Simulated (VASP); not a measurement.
**Converging a slab model of a few sheets of MoS2**

How far does the level below the vacuum of a few sheets of MoS2 depend on the numerical settings, and how far on the functional?

Calculated with VASP 6.6.1; PBE, no spin polarisation; plane waves and PAW (S, Mo), in the first sound run; inputs show where later runs differ.

This is a report of a sequence of runs, with most program output left out.

## Step 1: The structure

The cell holds 6 atoms: 4 S and 2 Mo. Cell: a = 3.169 Å, b = 3.169 Å, c = 24.292 Å, α = 90.0°, β = 90.0°, γ = 120.0°. It derives from MoS2. A few sheets cut from a layered arrangement of the crystal. Vacuum lies along c.

As a file:

```
S Mo
1.0
     3.16900    0.00000    0.00000
    -1.58450    2.74443    0.00000
     0.00000    0.00000   24.29230
S Mo
4 2
Cartesian
  0.0000 1.8296 16.7923
  0.0000 1.8296 13.6620
  1.5845 0.9148 10.6303
  1.5845 0.9148 7.5000
  1.5845 0.9148 15.2271
  0.0000 1.8296 9.0651
```

## Step 2: The base run

The base run sets the number that all others are held against.

INCAR reads:

```
SYSTEM = MoS2
PREC = Normal
ENCUT = 350
EDIFF = 1E-06
NELM = 120
ISMEAR = 0
SIGMA = 0.05
LREAL = .FALSE.
ALGO = Normal
GGA = PE
NBANDS = 24
LASPH = .TRUE.
LORBIT = 11
LWAVE = .FALSE.
LCHARG = .FALSE.
KPAR = 4
IDIPOL = 3
LDIPOL = .TRUE.
DIPOL = 0.5 0.5 0.5
LVHAR = .TRUE.
LVACPOTAV = .TRUE.
NEDOS = 1500
```

POSCAR reads:

```
MoS2
1.0
    3.1690000000      0.0000000000      0.0000000000
   -1.5845000000      2.7444345050      0.0000000000
    0.0000000000      0.0000000000     24.2922960000
S Mo
4 2
Direct
    0.3333333330      0.6666666670      0.6912601430
    0.3333333330      0.6666666670      0.5624005240
    0.6666666670      0.3333333330      0.4375994760
    0.6666666670      0.3333333330      0.3087398570
    0.6666666670      0.3333333330      0.6268303330
    0.3333333330      0.6666666670      0.3731696670
```

KPOINTS reads:

```
Automatic mesh
0
Gamma
9 9 1
0 0 0
```

Potentials, in the order of the species: S and Mo (PBE family, release 64).

Command:

```sh
$ mpirun -np 4 vasp_std
```

The job ended after 13 s (4 MPI ranks of AMD EPYC 7R43, shared host; peak memory 0.58 GiB).

This run has no spin polarisation, so a moment on Mo, if there is one, isn't seen. The gap is read on the k-mesh alone, so it is an upper bound where the band edges lie off the mesh. The data set Mo keeps the semicore shell frozen, which is cheaper and a little less accurate.

Numbers from this step:

```yaml
electronic_cycles: 23
electrons: 36
free_energy_toten: -43.55 eV
fermi_energy: 0.3388 eV
labelled_metallic_from_the_levels_on_this_mesh: no
dipole_moment: 0, 0, 0 e·Å
vacuum_levels: 5.605, 5.605 eV
ionisation_potentials_of_the_upper_and_lower_face: 5.483, 5.483 eV
electron_affinities_of_the_upper_and_lower_face: 4.198, 4.198 eV
highest_filled_level_below_the_vacuum: 5.483 eV
gap_on_the_k_mesh: 1.285 eV
least_direct_gap_on_the_k_mesh: 1.687 eV
```

The planar average of the electrostatic potential oscillates, so the rows of the table below give means over windows of 1 Å about each position, cut where the curve ends. Its maxima inside the range that stand out by 2 % of the span (Å: eV): 8.3: -5.53, 9.9: -5.59, 12.1: 4.41, 14.4: -5.59, 15.9: -5.53. Its minima: 7.5: -14.7, 9.1: -8.90, 10.6: -14.8, 13.7: -14.8, 15.2: -8.90, 16.8: -14.7.

Zero at the Fermi level. Table of planar average of the electrostatic potential by height; means over each step:

height (Å), planar average of the electrostatic potential (eV) and a bar from the least value:
```
        0        5.3 ##############################
        1        5.3 ##############################
        2        5.3 ##############################
        3        5.3 ##############################
        4        5.3 ##############################
        5        5.2 ##############################
        6        4.6 #############################
        7       -5.8 #########
        8       -9.5 ##
        9       -8.1 #####
       10       -8.5 ####
       11       -8.1 #####
       12        3.9 ###########################
       13       -3.0 ###############
       14      -10.9 
       15       -7.8 ######
       16       -7.6 ######
       17      -10.4 #
       18        3.6 ###########################
       19        5.2 ##############################
       20        5.3 ##############################
       21        5.3 ##############################
       22        5.3 ##############################
       23        5.3 ##############################
       24        5.3 ##############################
```

Density of states in the PAW spheres, an atom over height of the layer and energy from the Fermi level.

Ten even steps from '0' (0.00 states/eV) to '9' (1.35 states/eV), each cell a mean:
```
000000
000000
000000
040040
191191
383383
333333
575575
363363
151151
374473
473374
363363
363363
121121
252252
374473
131131
000000
000000
000000
000000
```
Columns: height of the layer (Å) from 7.5 to 16.8 (not evenly spaced); rows upwards: energy from the Fermi level (eV) from -7.9 to 0.5.

Force by atom:

| atom | x (eV/Å) | y (eV/Å) | z (eV/Å) | size |
| --- | --- | --- | --- | --- |
| S1 | 0.0000 | 0.0000 | 0.0654 | 0.0654 |
| S2 | 0.0000 | 0.0000 | 0.0474 | 0.0474 |
| S3 | 0.0000 | 0.0000 | -0.0474 | 0.0474 |
| S4 | 0.0000 | 0.0000 | -0.0654 | 0.0654 |
| Mo5 | 0.0000 | 0.0000 | 0.0415 | 0.0415 |
| Mo6 | 0.0000 | 0.0000 | -0.0415 | 0.0415 |

The highest filled level lies 5.48 eV below the vacuum at the upper face.

Only the dipole across the slab is computed (IDIPOL = 3); zeros along the plane are no results.

The map of layer states is cut here 0.5 eV above the Fermi level, so it leaves out the states above that.

## Step 3: Another mesh, mesh points along a 3, k-mesh 3×3×1

The mesh decides how well the Fermi level or the band edge is found.

Changes to INCAR since step 2:

```diff
@@ -15,3 +15,3 @@
 LCHARG = .FALSE.
-KPAR = 4
+NCORE = 4
 IDIPOL = 3
@@ -21,2 +21 @@
 LVACPOTAV = .TRUE.
-NEDOS = 1500
```

POSCAR is that of step 2.

KPOINTS reads:

```
Automatic mesh
0
Gamma
3 3 1
0 0 0
```

Command:

```sh
$ mpirun -np 4 vasp_std
```

Run time: 6.8 s. Hardware: 4 MPI ranks; peak memory 0.35 GiB.

A gap read on the k-mesh alone can miss the band edges.

Numbers from this step:

- free energy (TOTEN): -43.59 eV
- Fermi energy: 0.3781 eV
- vacuum levels: 5.612, 5.612 eV
- ionisation potentials of the upper and lower face: 5.492, 5.492 eV
- electron affinities of the upper and lower face: 4.162, 4.162 eV
- highest filled level below the vacuum: 5.492 eV
- gap on the k-mesh: 1.330 eV
- least direct gap on the k-mesh: 1.651 eV

Force by atom:

| atom | x (eV/Å) | y (eV/Å) | z (eV/Å) | size |
| --- | --- | --- | --- | --- |
| S1 | 0.000 | 0.000 | -0.094 | 0.094 |
| S2 | 0.000 | 0.000 | 0.240 | 0.240 |
| S3 | 0.000 | 0.000 | -0.240 | 0.240 |
| S4 | 0.000 | 0.000 | 0.094 | 0.094 |
| Mo5 | 0.000 | 0.000 | 0.073 | 0.073 |
| Mo6 | 0.000 | 0.000 | -0.073 | 0.073 |

Against the base run its depth below the vacuum changes by +0.01 eV and the energy by -7.0 meV an atom.

## Step 4: Another mesh, mesh points along a 6, k-mesh 6×6×1

Changes to INCAR since step 3:

```diff
@@ -15,3 +15,3 @@
 LCHARG = .FALSE.
-NCORE = 4
+KPAR = 4
 IDIPOL = 3
```

POSCAR is that of step 3.

KPOINTS reads:

```
Automatic mesh
0
Gamma
6 6 1
0 0 0
```

Command:

```sh
$ mpirun -np 4 vasp_std
```

Run time: 11 s. Hardware: 4 MPI ranks; peak memory 0.57 GiB; 42 s of CPU time.

Against the base run its depth below the vacuum changes by -0.00 eV and the energy by +0.2 meV an atom.

## Step 5: Another mesh, mesh points along a 12, k-mesh 12×12×1

INCAR is that of step 4.

POSCAR is that of step 4.

KPOINTS reads:

```
Automatic mesh
0
Gamma
12 12 1
0 0 0
```

Command:

```sh
$ mpirun -np 4 vasp_std
```

The job ended after 18 s (4 MPI ranks; peak memory 0.65 GiB; 68 s of CPU time).

Against the base run its depth below the vacuum changes by -0.00 eV and the energy by -0.0 meV an atom.

## Step 6: The series together

Times are for 4 MPI ranks of AMD EPYC 7R43, shared host. Results by setting:

```csv
no.,mesh points along a,highest filled level below the vacuum (eV),energy at zero smearing (eV),time,memory (GiB)
1,3,5.492,-43.59,6.8 s,0.35
2,6,5.482,-43.55,11 s,0.57
3,12,5.483,-43.55,18 s,0.65
```

## Step 7: Another vacuum, vacuum width 5

Too little vacuum lets the faces of neighbouring images overlap, and too much only costs plane waves.

INCAR is that of step 5.

POSCAR reads:

```
MoS2
1.0
    3.1690000000      0.0000000000      0.0000000000
   -1.5845000000      2.7444345050      0.0000000000
    0.0000000000      0.0000000000     14.2922960135
S Mo
4 2
Direct
    0.3333333330      0.6666666670      0.8250805890
    0.3333333330      0.6666666670      0.6060607755
    0.6666666670      0.3333333330      0.3939392245
    0.6666666670      0.3333333330      0.1749194110
    0.6666666670      0.3333333330      0.7155706814
    0.3333333330      0.6666666670      0.2844293186
```

KPOINTS reads:

```
Automatic mesh
0
Gamma
9 9 1
0 0 0
```

Command:

```sh
$ mpirun -np 4 vasp_std
```

Elapsed: 7.8 s, on 4 MPI ranks; peak memory 0.47 GiB.

This step gave:

* electronic cycles: 15
* Fermi energy: 4.333 eV
* gap on the k-mesh: 1.264 eV
* least direct gap on the k-mesh: 1.686 eV

Force by atom:

```csv
atom,x (eV/Å),y (eV/Å),z (eV/Å),size
S1,0.0000,0.0000,0.0659,0.0659
S2,0.0000,0.0000,0.0485,0.0485
S3,0.0000,0.0000,-0.0485,0.0485
S4,0.0000,0.0000,-0.0659,0.0659
Mo5,0.0000,0.0000,0.0418,0.0418
Mo6,0.0000,0.0000,-0.0418,0.0418
```

The program found no flat vacuum in this gap and printed no vacuum level, so no level below the vacuum can be given.

## Step 8: Another vacuum, vacuum width 8

INCAR is that of step 7.

POSCAR reads:

```
MoS2
1.0
    3.1690000000      0.0000000000      0.0000000000
   -1.5845000000      2.7444345050      0.0000000000
    0.0000000000      0.0000000000     17.2922960135
S Mo
4 2
Direct
    0.3333333330      0.6666666670      0.7686831178
    0.3333333330      0.6666666670      0.5876605396
    0.6666666670      0.3333333330      0.4123394604
    0.6666666670      0.3333333330      0.2313168822
    0.6666666670      0.3333333330      0.6781718280
    0.3333333330      0.6666666670      0.3218281720
```

KPOINTS is that of step 7.

Command:

```sh
$ mpirun -np 4 vasp_std
```

Run time: 9 s. Hardware: 4 MPI ranks; peak memory 0.52 GiB.

Against the base run its depth below the vacuum changes by -0.02 eV and the energy by -0.1 meV an atom.

## Step 9: Another vacuum, vacuum width 24

INCAR is that of step 8.

POSCAR reads:

```
MoS2
1.0
    3.1690000000      0.0000000000      0.0000000000
   -1.5845000000      2.7444345050      0.0000000000
    0.0000000000      0.0000000000     33.2922960135
S Mo
4 2
Direct
    0.3333333330      0.6666666670      0.6395562506
    0.3333333330      0.6666666670      0.5455316149
    0.6666666670      0.3333333330      0.4544683851
    0.6666666670      0.3333333330      0.3604437494
    0.6666666670      0.3333333330      0.5925439324
    0.3333333330      0.6666666670      0.4074560676
```

KPOINTS is that of step 8.

Command:

```sh
$ mpirun -np 4 vasp_std
```

Elapsed: 20 s, on 4 MPI ranks; peak memory 0.74 GiB.

Against the base run its depth below the vacuum changes by +0.00 eV and the energy by +0.1 meV an atom.

## Step 10: Side by side

Times are for 4 MPI ranks of AMD EPYC 7R43, shared host. Results by setting:

| no. | vacuum width | electronic cycles | free energy (TOTEN) (eV) | gap on the k-mesh (eV) | time | memory (GiB) |
| --- | --- | --- | --- | --- | --- | --- |
| 1 | 5 | 15 | -43.55 | 1.264 | 7.8 s | 0.47 |
| 2 | 8 | 19 | -43.55 | 1.284 | 9 s | 0.52 |
| 3 | 24 | 25 | -43.55 | 1.285 | 20 s | 0.74 |

## Step 11: A lower cutoff, ENCUT 210

A lower cutoff is cheaper, and the test is whether a potential difference survives it better than the total energy.

Changes to INCAR since step 9:

```diff
@@ -2,3 +2,3 @@
 PREC = Normal
-ENCUT = 350
+ENCUT = 210
 EDIFF = 1E-06
```

POSCAR reads:

```
MoS2
1.0
    3.1690000000      0.0000000000      0.0000000000
   -1.5845000000      2.7444345050      0.0000000000
    0.0000000000      0.0000000000     24.2922960000
S Mo
4 2
Direct
    0.3333333330      0.6666666670      0.6912601430
    0.3333333330      0.6666666670      0.5624005240
    0.6666666670      0.3333333330      0.4375994760
    0.6666666670      0.3333333330      0.3087398570
    0.6666666670      0.3333333330      0.6268303330
    0.3333333330      0.6666666670      0.3731696670
```

KPOINTS is that of step 9.

Command:

```sh
$ mpirun -np 4 vasp_std
```

Elapsed: 8 s, on 4 MPI ranks; peak memory 0.42 GiB.

Numbers from this step:

| Property | Result |
| --- | --- |
| electronic cycles | 23 |
| free energy (TOTEN) | -43.38 eV |
| Fermi energy | 0.3862 eV |
| vacuum levels | 5.614, 5.614 eV |
| ionisation potentials of the upper and lower face | 5.480, 5.480 eV |
| highest filled level below the vacuum | 5.480 eV |
| gap on the k-mesh | 1.281 eV |
| least direct gap on the k-mesh | 1.691 eV |

Against the base run its depth below the vacuum changes by -0.00 eV and the energy by +28.0 meV an atom.

## Step 12: A lower cutoff, ENCUT 280

Changes to INCAR since step 11:

```diff
@@ -2,3 +2,3 @@
 PREC = Normal
-ENCUT = 210
+ENCUT = 280
 EDIFF = 1E-06
```

POSCAR is that of step 11.

KPOINTS is that of step 11.

Command:

```sh
$ mpirun -np 4 vasp_std
```

Elapsed: 10 s, on 4 MPI ranks; peak memory 0.49 GiB.

Numbers from this step:

- electronic cycles: 24
- free energy (TOTEN): -43.51 eV
- Fermi energy: 0.3827 eV
- vacuum levels: 5.605, 5.605 eV
- ionisation potentials of the upper and lower face: 5.482, 5.482 eV
- electron affinities of the upper and lower face: 4.199, 4.199 eV
- highest filled level below the vacuum: 5.482 eV
- gap on the k-mesh: 1.284 eV
- least direct gap on the k-mesh: 1.687 eV

Against the base run its depth below the vacuum changes by -0.00 eV and the energy by +7.1 meV an atom.

## Step 13: Another smearing width, SIGMA 0.02

The width trades sharpness at the Fermi level against the mesh needed.

Changes to INCAR since step 12:

```diff
@@ -2,3 +2,3 @@
 PREC = Normal
-ENCUT = 280
+ENCUT = 350
 EDIFF = 1E-06
@@ -6,3 +6,3 @@
 ISMEAR = 0
-SIGMA = 0.05
+SIGMA = 0.02
 LREAL = .FALSE.
```

POSCAR is that of step 12.

KPOINTS is that of step 12.

Command:

```sh
$ mpirun -np 4 vasp_std
```

Wall time 13 s (4 MPI ranks); peak memory 0.58 GiB.

This step gave:

- electronic cycles: 23
- free energy (TOTEN): -43.55 eV
- Fermi energy: 0.256 eV
- ionisation potentials of the upper and lower face: 5.483, 5.483 eV
- electron affinities of the upper and lower face: 4.198, 4.198 eV
- highest filled level below the vacuum: 5.483 eV
- gap on the k-mesh: 1.285 eV

Against the base run its depth below the vacuum changes by +0.00 eV and the energy by +0.0 meV an atom.

## Step 14: Another smearing width, SIGMA 0.4

Changes to INCAR since step 13:

```diff
@@ -6,3 +6,3 @@
 ISMEAR = 0
-SIGMA = 0.02
+SIGMA = 0.4
 LREAL = .FALSE.
```

POSCAR is that of step 13.

KPOINTS is that of step 13.

Command:

```sh
$ mpirun -np 4 vasp_std
```

Elapsed: 13 s, on 4 MPI ranks; peak memory 0.62 GiB; 51 s of CPU time.

Numbers from this step:

* energy at zero smearing: -43.55 eV
* Fermi energy: 0.6601 eV

Against the base run its depth below the vacuum changes by +0.00 eV and the energy by +0.1 meV an atom.

## Step 15: Another level, functional LDA, disp none

This step: LDA, no spin polarisation; plane waves and PAW (S, Mo) (VASP 6.6.1).

Beside the numerical settings stands the choice of exchange and correlation.

Changes to INCAR since step 14:

```diff
@@ -6,6 +6,6 @@
 ISMEAR = 0
-SIGMA = 0.4
+SIGMA = 0.05
 LREAL = .FALSE.
 ALGO = Normal
-GGA = PE
+GGA = CA
 NBANDS = 24
```

POSCAR is that of step 14.

KPOINTS is that of step 14.

Command:

```sh
$ mpirun -np 4 vasp_std
```

Run time: 10 s. Hardware: 4 MPI ranks; peak memory 0.51 GiB.

The PAW data sets were made with PBE, though LDA sets exist; this is a small mismatch.

This step gave:

```yaml
free_energy_toten: -48.86 eV
fermi_energy: 0.1455 eV
vacuum_levels: 5.624, 5.624 eV
ionisation_potentials_of_the_upper_and_lower_face: 5.700, 5.700 eV
electron_affinities_of_the_upper_and_lower_face: 4.445, 4.445 eV
highest_filled_level_below_the_vacuum: 5.700 eV
gap_on_the_k_mesh: 1.256 eV
least_direct_gap_on_the_k_mesh: 1.695 eV
```

Force by atom:

```csv
atom,x (eV/Å),y (eV/Å),z (eV/Å),size
S1,0.000,0.000,-0.437,0.437
S2,0.000,0.000,0.357,0.357
S3,0.000,0.000,-0.357,0.357
S4,0.000,0.000,0.437,0.437
Mo5,0.000,0.000,0.033,0.033
Mo6,0.000,0.000,-0.033,0.033
```

Against the base run its depth below the vacuum changes by +0.22 eV.

## Step 16: Another level, functional PBEsol, disp none

This step: PBEsol, no spin polarisation; plane waves and PAW (S, Mo) (VASP 6.6.1).

Changes to INCAR since step 15:

```diff
@@ -9,3 +9,3 @@
 ALGO = Normal
-GGA = CA
+GGA = PS
 NBANDS = 24
```

POSCAR is that of step 15.

KPOINTS is that of step 15.

Command:

```sh
$ mpirun -np 4 vasp_std
```

Wall time 14 s (4 MPI ranks); peak memory 0.61 GiB; 52 s of CPU time.

The PAW data sets were made with PBE, which is usual practice but a small mismatch for other functionals.

Against the base run its depth below the vacuum changes by +0.02 eV.

[end of part 1 of 2]

[Lines on the potential files, build, host, timing and source positions are cut from VASP's logs without a mark.]

[Logs are printed without paths, hosts, clocks, repeated set-up lines and the standing remarks that a program may print on its own settings, such as how far it seeks lower states.]

[Hosts, paths, dates, database ids (printed as entryN), source tags and the programs' standing remarks are cut or masked in the printed files.]

[In band tables of VASP the shares of atoms and orbitals are scaled to a sum of 1 inside the atoms' spheres.]

[Runs that stopped without an error message from VASP are left out.]
